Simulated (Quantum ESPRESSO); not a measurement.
# CsH: phonons at points of the zone under several settings

```xyz
2
Lattice="0.0000 3.1880 3.1880 3.1880 0.0000 3.1880 3.1880 3.1880 0.0000" Properties=species:S:1:pos:R:3 pbc="T T T"
Cs    0.0000    0.0000    0.0000
H     3.1880    3.1880    3.1880
```

All runs used Quantum ESPRESSO 7.5; potentials PseudoDojo 0.4.1 SR LDA standard; k mesh 4 × 4 × 4, shifted; relaxed cell; no spin polarisation; cutoff 1007 eV; occupations smeared at first, fixed for the response.

```csv
level,point,frequencies (cm⁻¹)
LDA,"Γ (0.000, 0.000, 0.000)",0 0 0 455 455 455
LDA,"L (0.500, 0.500, 0.500)",?
LDA,"K (0.375, 0.375, 0.750)",39 51 53 518 523 595
```

Question: What stands in the row left open?

Answer: Frequencies 42 42 64 568 568 740 cm⁻¹.
